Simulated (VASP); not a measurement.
# Ag (Im-3m) in VASP: a series of runs, part 2 of 2

VASP 6.6.1.

## (4) Relaxation of cell and atoms, PBE, target pressure 10 GPa, at which the enthalpy is minimised

The input, INCAR:

```
SYSTEM = Ag
PREC = Accurate
ENCUT = 600
EDIFF = 1E-7
ISMEAR = -1
SIGMA = 0.05
LREAL = .False.
LASPH = .True.
NELM = 100
ALGO = Fast
ISIF = 3
LWAVE = .False.
LCHARG = .False.
GGA = PE
IBRION = 2
NSW = 40
EDIFFG = -0.005
PSTRESS = 100
```

The input, KPOINTS:

```
regular mesh
0
Gamma
  11 11 11
  0 0 0
```

The input, POSCAR:

```
Ag
1.0
   -1.6556540000      1.6556540000      1.6556540000
    1.6556540000     -1.6556540000      1.6556540000
    1.6556540000      1.6556540000     -1.6556540000
Ag
1
Direct
    0.0000000000      0.0000000000      0.0000000000
```

Potentials or basis: VASP PAW PBE potentials, release 64 (Ag).

Run with:

```console
$ cat potpaw_PBE.64/Ag/POTCAR > POTCAR
$ mpirun -np 1 vasp_std > vasp.out
```

OUTCAR:

```text
SYSTEM = Ag
   PREC = Accurate
   ENCUT = 600
   EDIFF = 1E-7
   ISMEAR = -1
   LREAL = .False.
   LASPH = .True.
   NELM = 100
   ISIF = 3
   GGA = PE
   IBRION = 2
   NSW = 40
   EDIFFG = -0.005
   PSTRESS = 100

 ion  position               nearest neighbor table
   1  0.000  0.000  0.000-

  LATTYP: Found a body centered cubic cell.
 ALAT       =     3.3113080000

  Lattice vectors:

 A1 = (  -1.6556540000,   1.6556540000,   1.6556540000)
 A2 = (   1.6556540000,  -1.6556540000,   1.6556540000)
 A3 = (   1.6556540000,   1.6556540000,  -1.6556540000)

Analysis of symmetry for initial positions (statically):
=====================================================================
 Subroutine PRICEL returns:
 Original cell was already a primitive cell.

 Routine SETGRP: Setting up the symmetry group for a
 body centered cubic supercell.

 Subroutine GETGRP returns: Found 48 space group operations
 (whereof 48 operations were pure point group operations)
 out of a pool of 48 trial point group operations.

The static configuration has the point symmetry O_h .

Analysis of symmetry for dynamics (positions and initial velocities):
=====================================================================
 Subroutine PRICEL returns:
 Original cell was already a primitive cell.

 Routine SETGRP: Setting up the symmetry group for a
 body centered cubic supercell.

 Subroutine GETGRP returns: Found 48 space group operations
 (whereof 48 operations were pure point group operations)
 out of a pool of 48 trial point group operations.

The dynamic configuration has the point symmetry O_h .

 Subroutine INISYM returns: Found 48 space group operations
 (whereof 48 operations are pure point group operations),
 and found     1 'primitive' translations

----------------------------------------------------------------------------------------

                                     Primitive cell

  volume of cell :      18.1538

[... 113 lines left out ...]
   AEXX    =    0.0000 exact exchange contribution
   IVDW    =     0    specifies the selected vdW correction
   LEPSILON=     F    determine dielectric tensor
   LRPA    =     F    only Hartree local field effects (RPA)
 conjugate gradient relaxation of ions
 non-spin polarized calculation
 RMM-DIIS sequential band-by-band and
  energy-cutoff  :      600.00
  volume of cell :       18.15
 maximum number of plane-waves:       621
   NGX = 11   NGY = 11   NGZ = 11

--------------------------------------- Ionic step        1  -------------------------------------------

 number of electron      11.0000001 magnetization

 Free energy of the ion-electron system (eV)
  ---------------------------------------------------
  ext. energy  EPLUGINS =         0.00000000
  ---------------------------------------------------
  free energy    TOTEN  =        -2.69553073 eV

  energy without entropy =       -2.69214380  energy(sigma->0) =       -2.69383726

------------------------ aborting loop because EDIFF is reached ----------------------------------------

  FORCE on cell =-STRESS in cart. coord.  units (eV):
  Direction    XX          YY          ZZ          XY          YZ          ZX
  --------------------------------------------------------------------------------------
  -------------------------------------------------------------------------------------
  Total       -0.1030438     -0.1030438     -0.1030438      0.0000000      0.0000000      0.0000000
  in kB       -9.0941857     -9.0941857     -9.0941857      0.0000000      0.0000000      0.0000000
  external PRESSURE =    -109.0941857 kB  Pullay stress =     100.0000000 kB
[... 24 lines left out ...]
--------------------------------------- Ionic step        2  -------------------------------------------

 number of electron      11.0000000 magnetization

 E-fermi :  10.2604     XC(G=0): -12.9527

 val. band max:       10.2473810275   @ k =  -0.4545   0.4545   0.0909
 cond. band min:      10.2864858098   @ k =  -0.2727   0.4545   0.0909
 fundamental gap:      0.0391047823
 Fermi energy:        10.2603602991

 k-point     1 :       0.0000    0.0000    0.0000
  band No.  band energies     occupation
      1       1.5425      2.00000
      2       4.8184      2.00000
      3       4.8184      2.00000
      4       4.8184      2.00000
      5       6.4460      2.00000
      6       6.4460      2.00000
      7      28.6161      0.00000
      8      28.6161      0.00000
      9      28.6161      0.00000
[... 423 lines left out ...]
--------------------------------------- Ionic step        6  -------------------------------------------

 number of electron      10.9999998 magnetization

 Free energy of the ion-electron system (eV)
  ---------------------------------------------------
  ext. energy  EPLUGINS =         0.00000000
  ---------------------------------------------------
  free energy    TOTEN  =        -2.65370370 eV

  energy without entropy =       -2.64942946  energy(sigma->0) =       -2.65156658

 E-fermi :   8.9314     XC(G=0): -12.4192

 val. band max:        8.9013031685   @ k =  -0.3636   0.4545   0.0909
 cond. band min:       9.0169138021   @ k =  -0.4545   0.4545   0.0909
 fundamental gap:      0.1156106337
 Fermi energy:         8.9314112305

 k-point     1 :       0.0000    0.0000    0.0000
  band No.  band energies     occupation
      1       0.9056      2.00000
      2       3.8735      2.00000
      3       3.8735      2.00000
      4       3.8735      2.00000
      5       5.2870      2.00000
      6       5.2870      2.00000
      7      27.0348      0.00000
      8      27.0348      0.00000
      9      27.0348      0.00000
[... 308 lines left out ...]
  energy  without entropy=       -2.6494294603  energy(sigma->0) =       -2.65156658

  enthalpy is  TOTEN    =        -1.6261127378 eV   P V=        1.0275909595

 reached required accuracy - stopping structural energy minimisation
```

OSZICAR:

```text
N       E                     dE             d eps       ncg     rms          rms(c)
DAV:   1     0.497572234055E+02    0.49757E+02   -0.61917E+03  1024   0.123E+03
DAV:   2    -0.251778497031E+01   -0.52275E+02   -0.50861E+02  1050   0.222E+02
DAV:   3    -0.292525730743E+01   -0.40747E+00   -0.40651E+00  1136   0.240E+01
[... 60 lines left out ...]
DAV:   1    -0.265375233259E+01    0.53688E-03   -0.92771E-04  1024   0.377E-01    0.449E-02
RMM:   2    -0.265370380709E+01    0.48525E-04   -0.99751E-05  1008   0.115E-01    0.140E-02
RMM:   3    -0.265370317459E+01    0.63250E-06   -0.23737E-06  1008   0.203E-02    0.986E-03
RMM:   4    -0.265370373453E+01   -0.55993E-06   -0.44381E-07   877   0.838E-03    0.856E-04
RMM:   5    -0.265370369728E+01    0.37245E-07   -0.46582E-08   617   0.246E-03
   6 F= -.16261127E+01 E0= -.16239756E+01  d E =-.416058E-05
```

CONTCAR:

```text
Ag
   1.00000000000000
    -1.6025944040951499    1.6025944040951499    1.6025944040951499
     1.6025944040951499   -1.6025944040951499    1.6025944040951499
     1.6025944040951499    1.6025944040951499   -1.6025944040951499
  Ag
     1
Direct
     0.0000000000000000    0.0000000000000000    1.0000000000000000

  0.00000000E+00  0.00000000E+00  0.00000000E+00
```

It took 36 s on 1 thread of Intel Xeon Platinum 8259CL at 2.50GHz (Skylake/Cascade Lake), shared host; peak memory 0.15 GiB.

Results:

```
Free energy                                            : -2.6537 eV
Relaxed volume                                         : 16.46 Å³/atom
Relaxed cell                                           : a = 2.776 Å, b = 2.776 Å, c = 2.776 Å, α = 109.47°, β = 109.47°, γ = 109.47°
Space group after relaxing (to 0.05 Å)                 : Im-3m (No. 229)
Energy change on relaxing (the enthalpy is what falls) : +41.8 meV/atom
Ionic steps                                            : 6
Pressure after relaxing                                : 10.0 GPa
Band gap on the k mesh                                 : none (metal or under the smearing width)
```

The path:
| step | energy change (eV) | largest force (eV/Å) | pressure (GPa) | volume (Å³) |
| --- | --- | --- | --- | --- |
| 1 | 0.0000 | 0.0000 | -0.91 | 18.15 |
| 2 | 0.1873 | 0.0000 | 25.42 | 15.10 |
| 3 | 0.0406 | 0.0000 | 9.82 | 16.48 |
| 4 | 0.0426 | 0.0000 | 10.10 | 16.45 |
| 5 | 0.0412 | 0.0000 | 9.93 | 16.47 |
| 6 | 0.0418 | 0.0000 | 10.00 | 16.46 |

Final structure:
```
Ag
1.0
    -1.60259    1.60259    1.60259
     1.60259   -1.60259    1.60259
     1.60259    1.60259   -1.60259
Ag
1
Direct
  0.00000 0.00000 0.00000
```

Levels at points of the mesh, in eV from the Fermi level:
```tsv
k point	band 4	band 5	band 6	band 7	band 8	band 9
(0.00, 0.00, 0.00)	-5.06	-3.64	-3.64	18.10	18.10	18.10
```

Caveat: the cell is relaxed towards a set pressure, so the enthalpy falls and the energy may rise.

## (5) Relaxation of cell and atoms, PBE, target pressure 20 GPa, at which the enthalpy is minimised

INCAR, as its differences from that of step 4:

```diff
@@ -17,2 +17,2 @@
 EDIFFG = -0.005
-PSTRESS = 100
+PSTRESS = 200
```

KPOINTS is that of step 4.

POSCAR is that of step 4.

Potentials or basis: VASP PAW PBE potentials, release 64 (Ag).

Run with:

```console
$ cat potpaw_PBE.64/Ag/POTCAR > POTCAR
$ mpirun -np 1 vasp_std > vasp.out
```

OUTCAR:

```text
SYSTEM = Ag
   PREC = Accurate
   ENCUT = 600
   EDIFF = 1E-7
   ISMEAR = -1
   LREAL = .False.
   LASPH = .True.
   NELM = 100
   ISIF = 3
   GGA = PE
   IBRION = 2
   NSW = 40
   EDIFFG = -0.005
   PSTRESS = 200

 ion  position               nearest neighbor table
   1  0.000  0.000  0.000-

  LATTYP: Found a body centered cubic cell.
 ALAT       =     3.3113080000

  Lattice vectors:

 A1 = (  -1.6556540000,   1.6556540000,   1.6556540000)
 A2 = (   1.6556540000,  -1.6556540000,   1.6556540000)
 A3 = (   1.6556540000,   1.6556540000,  -1.6556540000)

Analysis of symmetry for initial positions (statically):
=====================================================================
 Subroutine PRICEL returns:
 Original cell was already a primitive cell.

 Routine SETGRP: Setting up the symmetry group for a
 body centered cubic supercell.

 Subroutine GETGRP returns: Found 48 space group operations
 (whereof 48 operations were pure point group operations)
 out of a pool of 48 trial point group operations.

The static configuration has the point symmetry O_h .

Analysis of symmetry for dynamics (positions and initial velocities):
=====================================================================
 Subroutine PRICEL returns:
[... 163 lines left out ...]
  --------------------------------------------------------------------------------------
  -------------------------------------------------------------------------------------
  Total       -0.1030438     -0.1030438     -0.1030438      0.0000000      0.0000000      0.0000000
  in kB       -9.0941857     -9.0941857     -9.0941857      0.0000000      0.0000000      0.0000000
  external PRESSURE =    -209.0941857 kB  Pullay stress =     200.0000000 kB
[... 24 lines left out ...]
--------------------------------------- Ionic step        2  -------------------------------------------

 number of electron      11.0000001 magnetization

 E-fermi :  13.5455     XC(G=0): -14.1066

 val. band max:       13.5419475578   @ k =  -0.3636   0.4545   0.0909
 cond. band min:      13.6932236263   @ k =  -0.2727   0.4545   0.0909
 fundamental gap:      0.1512760684
 Fermi energy:        13.5455010005

 k-point     1 :       0.0000    0.0000    0.0000
  band No.  band energies     occupation
      1       3.1507      2.00000
      2       7.0549      2.00000
      3       7.0549      2.00000
      4       7.0549      2.00000
      5       9.2206      2.00000
      6       9.2206      2.00000
      7      32.1326      0.00000
      8      32.1326      0.00000
      9      32.1326      0.00000
[... 460 lines left out ...]
--------------------------------------- Ionic step        7  -------------------------------------------

 number of electron      11.0000003 magnetization

 Free energy of the ion-electron system (eV)
  ---------------------------------------------------
  ext. energy  EPLUGINS =         0.00000000
  ---------------------------------------------------
  free energy    TOTEN  =        -2.56513098 eV

  energy without entropy =       -2.56024431  energy(sigma->0) =       -2.56268765

 E-fermi :   9.8425     XC(G=0): -12.7889

 val. band max:        9.8202976838   @ k =  -0.3636   0.4545   0.0909
 cond. band min:       9.8489568778   @ k =  -0.2727   0.4545   0.0909
 fundamental gap:      0.0286591941
 Fermi energy:         9.8425469706

 k-point     1 :       0.0000    0.0000    0.0000
  band No.  band energies     occupation
      1       1.3404      2.00000
      2       4.5233      2.00000
      3       4.5233      2.00000
      4       4.5233      2.00000
      5       6.0831      2.00000
      6       6.0831      2.00000
      7      28.1278      0.00000
      8      28.1278      0.00000
      9      28.1278      0.00000
[... 308 lines left out ...]
  energy  without entropy=       -2.5602443149  energy(sigma->0) =       -2.56268765

  enthalpy is  TOTEN    =        -0.6303870618 eV   P V=        1.9347439218

 reached required accuracy - stopping structural energy minimisation
```

OSZICAR:

```text
N       E                     dE             d eps       ncg     rms          rms(c)
DAV:   1     0.497572234055E+02    0.49757E+02   -0.61917E+03  1024   0.123E+03
[... 67 lines left out ...]
   6 F= -.63037361E+00 E0= -.62793286E+00  d E =0.380543E-05
       N       E                     dE             d eps       ncg     rms          rms(c)
DAV:   1    -0.256534923972E+01    0.21574E-02   -0.41955E-03  1024   0.809E-01    0.939E-02
RMM:   2    -0.256513521980E+01    0.21402E-03   -0.41881E-04  1008   0.237E-01    0.313E-02
RMM:   3    -0.256513054962E+01    0.46702E-05   -0.11118E-05  1008   0.439E-02    0.214E-02
RMM:   4    -0.256513105473E+01   -0.50511E-06   -0.21272E-06  1005   0.183E-02    0.166E-03
RMM:   5    -0.256513098367E+01    0.71053E-07   -0.22247E-07   724   0.530E-03
   7 F= -.63038706E+00 E0= -.62794373E+00  d E =-.964748E-05
```

Run time: 41 s. Hardware: 1 thread of Intel Xeon Platinum 8259CL at 2.50GHz (Skylake/Cascade Lake), shared host; peak memory 0.15 GiB.

What came out:

| Property | Result |
| --- | --- |
| Free energy | -2.5651 eV |
| Relaxed volume | 15.50 Å³/atom |
| Relaxed cell | a = 2.720 Å, b = 2.720 Å, c = 2.720 Å, α = 109.47°, β = 109.47°, γ = 109.47° |
| Space group after relaxing (to 0.05 Å) | Im-3m (No. 229) |
| Energy change on relaxing (the enthalpy is what falls) | +130.4 meV/atom |
| Ionic steps | 7 |
| Pressure after relaxing | 20.0 GPa |
| Band gap on the k mesh | none (metal or under the smearing width) |

Step by step:
```csv
step,energy change (eV),largest force (eV/Å),pressure (GPa),volume (Å³)
1,0.0000,0.0000,-0.91,18.15
2,0.9705,0.0000,85.44,12.61
3,0.1160,0.0000,18.56,15.62
4,0.1262,0.0000,19.55,15.53
5,0.1323,0.0000,20.18,15.48
6,0.1280,0.0000,19.80,15.52
7,0.1304,0.0000,20.01,15.50
```

Final structure:
```
Ag
1.0
    -1.57066    1.57066    1.57066
     1.57066   -1.57066    1.57066
     1.57066    1.57066   -1.57066
Ag
1
Direct
  0.00000 0.00000 0.00000
```

Caveat: the cell is relaxed towards a set pressure, so the enthalpy falls and the energy may rise.

## (6) Relaxation of cell and atoms, PBE, target pressure 30 GPa, at which the enthalpy is minimised

INCAR, as its differences from that of step 5:

```diff
@@ -17,2 +17,2 @@
 EDIFFG = -0.005
-PSTRESS = 200
+PSTRESS = 300
```

KPOINTS is that of step 5.

POSCAR is that of step 5.

Potentials or basis: VASP PAW PBE potentials, release 64 (Ag).

Run with:

```console
$ cat potpaw_PBE.64/Ag/POTCAR > POTCAR
$ mpirun -np 1 vasp_std > vasp.out
```

It took 52 s on 1 thread of Intel Xeon Platinum 8259CL at 2.50GHz (Skylake/Cascade Lake), shared host; peak memory 0.15 GiB.

It converged, with:

```yaml
Free_energy: -2.4555 eV
Relaxed_volume: 14.79 Å³/atom
Relaxed_cell: a = 2.678 Å, b = 2.678 Å, c = 2.678 Å, α = 109.47°, β = 109.47°, γ = 109.47°
Space_group_after_relaxing_to_0.05_Å: Im-3m (No. 229)
Energy_change_on_relaxing_the_enthalpy_is_what_falls: +240.0 meV/atom
Ionic_steps: 8
Pressure_after_relaxing: 30.0 GPa
Band_gap_on_the_k_mesh: none (metal or under the smearing width)
```

The path:
| step | energy change (eV) | largest force (eV/Å) | pressure (GPa) | volume (Å³) |
| --- | --- | --- | --- | --- |
| 1 | 0.0000 | 0.0000 | -0.91 | 18.15 |
| 2 | 2.9377 | 0.0000 | 223.09 | 10.42 |
| 3 | 0.1884 | 0.0000 | 25.43 | 15.09 |
| 4 | 0.2174 | 0.0000 | 28.12 | 14.92 |
| 5 | 0.2384 | 0.0000 | 29.87 | 14.80 |
| 6 | 0.2502 | 0.0000 | 30.85 | 14.74 |
| 7 | 0.2231 | 0.0000 | 28.53 | 14.88 |
| 8 | 0.2400 | 0.0000 | 29.95 | 14.79 |

Final structure:
```
CELL_PARAMETERS angstrom
-1.54634 1.54634 1.54634
1.54634 -1.54634 1.54634
1.54634 1.54634 -1.54634
ATOMIC_POSITIONS crystal
Ag 0.00000 0.00000 0.00000
```

Levels at points of the mesh, in eV from the Fermi level:
| k point | band 2 | band 3 | band 4 | band 5 | band 6 | band 7 | band 8 | band 9 |
| --- | --- | --- | --- | --- | --- | --- | --- | --- |
| (0.00, 0.00, 0.00) | -5.54 | -5.54 | -5.54 | -3.86 | -3.86 | 18.41 | 18.41 | 18.41 |

Caveat: the cell is relaxed towards a set pressure, so the enthalpy falls and the energy may rise; the volume moved by over 15 % at a fixed basis, so the end points are rough.

## (7) The reference run

An earlier run on the cell as given: functional PBE; potentials or basis VASP PAW PBE potentials, release 64 (Ag); cutoff 520 eV; k mesh 11 × 11 × 11; occupations fermi-dirac, width 0.05 eV; no spin polarisation.

* Pressure: -0.9 GPa
* Band gap on the k mesh: none (metal or under the smearing width)

## (8) The runs side by side

```tsv
task	cell	cutoff (eV)	target pressure	gap on the mesh (eV)	pressure (GPa)
relaxation of cell and atoms	relaxed to 2 GPa	600	2 GPa	none	2.0
relaxation of cell and atoms	relaxed to 5 GPa	600	5 GPa	none	5.0
relaxation of cell and atoms	relaxed to 10 GPa	600	10 GPa	none	10.0
relaxation of cell and atoms	relaxed to 20 GPa	600	20 GPa	none	20.0
relaxation of cell and atoms	relaxed to 30 GPa	600	30 GPa	none	30.0
single point	as given	520	-	none	-0.9
```

Alike in all rows: level PBE; potentials or basis VASP PAW PBE potentials, release 64 (Ag); no spin polarisation; k mesh 11 × 11 × 11; smearing fermi-dirac 0.05 eV.

Caveats: the cell is relaxed towards a set pressure, so the enthalpy falls and the energy may rise (some runs); the volume moved by over 15 % at a fixed basis, so the end points are rough (some runs).

Total energies depend on the potentials used, so only differences within one code and one set of settings carry meaning.
